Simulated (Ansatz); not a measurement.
Crystal: Ir.

```
Ir
1.0
     0.00000    1.91560    1.91560
     1.91560    0.00000    1.91560
     1.91560    1.91560    0.00000
Ir
1
Direct
  0.00000 0.00000 0.00000
```

| Property | Result |
| --- | --- |
| Program | Ansatz 0.2.0 |
| Task | relaxation of cell and atoms |
| Functional | LDA |
| Potentials or basis | all-electron LAPW, scalar-relativistic |
| Basis error allowed | 0.001 eV/atom |
| k mesh | 9 × 9 × 9 |
| Occupations | fermi-dirac, width 0.05 eV |
| Spin | no spin polarisation |

At the start: volume 14.06 Å³/atom.

Task: Where does the relaxation end?

Result: Over 4 steps the energy falls by 5.1 meV/atom and the volume is 13.82 Å³/atom (-1.7 %); space group Fm-3m (No. 225, to 0.05 Å).

The path:
```tsv
step	energy change (eV)	largest force (eV/Å)	volume (Å³)
1	0.0000	0.0000	14.06
2	-0.0051	0.0000	13.83
3	-0.0051	0.0000	13.82
4	-0.0051	0.0000	13.82
```

Final structure:
```cif
data_structure
_symmetry_space_group_name_H-M 'P 1'
_symmetry_Int_Tables_number 1
_cell_length_a 2.6935
_cell_length_b 2.6935
_cell_length_c 2.6935
_cell_angle_alpha 60.000
_cell_angle_beta 60.000
_cell_angle_gamma 60.000
_cell_volume 13.82
loop_
_atom_site_label
_atom_site_type_symbol
_atom_site_fract_x
_atom_site_fract_y
_atom_site_fract_z
_atom_site_occupancy
Ir1 Ir 0.00000 0.00000 0.00000 1
```

Caveat: the k mesh is thin for a metal, which can move the energy by tens of meV per atom.
